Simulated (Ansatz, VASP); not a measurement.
SnSe: VASP beside Ansatz

```
Sn Se
1.0
     2.15500   -5.85250    0.00000
     2.15500    5.85250    0.00000
     0.00000    0.00000    4.31800
Sn Se
2 2
Direct
  0.88000 0.12000 0.25000
  0.12000 0.88000 0.75000
  0.64400 0.35600 0.25000
  0.37223 0.67864 0.78805
```

Change from the starting cell: one atom moved.

Alike in both runs: task single point; functional PBE; k mesh 8 × 8 × 6; occupations gaussian, width 0.02 eV; no spin polarisation.

|  | VASP | Ansatz |
| --- | --- | --- |
| version | VASP 6.6.1 | Ansatz 0.2.0 |
| potentials or method | VASP PAW PBE potentials, release 64 (Sn_d, Se) | scalar-relativistic, plane waves, PAW |
| plane-wave cutoff (eV) | 520 | 420 |
| valence electrons in the cell | 40 | 60 |

```tsv
	VASP	Ansatz	Ansatz less VASP
gap on the k mesh at the Fermi level (eV)	0.49	0.49	+0.005
least direct gap on the mesh (eV)	0.49	0.49	+0.005
pressure (GPa)	0.4	0.4	-0.01
largest component of the traceless stress (GPa)	1.75	1.72	-0.025
rms of the force components (eV/Å)	0.213	0.210	-0.0024
```

Atom by atom the forces differ by 0.007 eV/Å (rms over components). The two sets of potentials don't hold the same shells in valence.

Caveats: spin-orbit coupling is left out, which moves the levels of the heavy elements.
